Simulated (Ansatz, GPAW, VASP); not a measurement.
# CoO: 4 runs at one level of theory

```
Co O
1.0
     0.00000    2.13150    2.13150
     2.13150    0.00000    2.13150
     2.13150    2.13150    0.00000
Co O
1 1
Direct
  0.00000 0.00000 0.00000
  0.50000 0.50000 0.50000
```

Alike in all runs: task single point; functional PBE; k mesh 11 × 11 × 11; occupations gaussian, width 0.05 eV; collinear spin, ferromagnetic start; no spin-orbit coupling. The measured crystal is an antiferromagnetic insulator; the state found here is the runs' own. Pressure is positive in compression and, in plane waves, holds the error of the finite cutoff, which Ansatz's Pulay term estimates and takes out.

| program and potentials | plane-wave cutoff (eV) | notes | pressure (GPa) | net moment per atom (μB) |
| --- | --- | --- | --- | --- |
| Ansatz, Ansatz PAW | 420 | 11.5 valence electrons an atom on average; Pulay term of +0.73 GPa included | -1.75 | 1.48 |
| VASP, PBE PAW files Co_GW, O_GW, 550 eV | 550 | 7.5 valence electrons an atom on average | -2.88 | 1.47 |
| VASP, PBE PAW files Co, O, 500 eV | 500 | 7.5 valence electrons an atom on average | -2.53 | 1.46 |
| GPAW, GPAW PAW data sets (gpaw-data 1.2.1) | 800 | 7.5 valence electrons an atom on average | -1.23 | 1.48 |

The pressure spans -2.88 (VASP, PBE PAW files Co_GW, O_GW, 550 eV) to -1.23 GPa (GPAW, GPAW PAW data sets (gpaw-data 1.2.1)). The net moment per atom spans 1.46 (VASP, PBE PAW files Co, O, 500 eV) to 1.48 μB (GPAW, GPAW PAW data sets (gpaw-data 1.2.1)). The state is the one that the start led to, which needn't be the lowest.

Differences between rows come from potentials, basis sets and numerical settings, since the functional is the same but for its coding. Runs on potential files found faulty are left out.
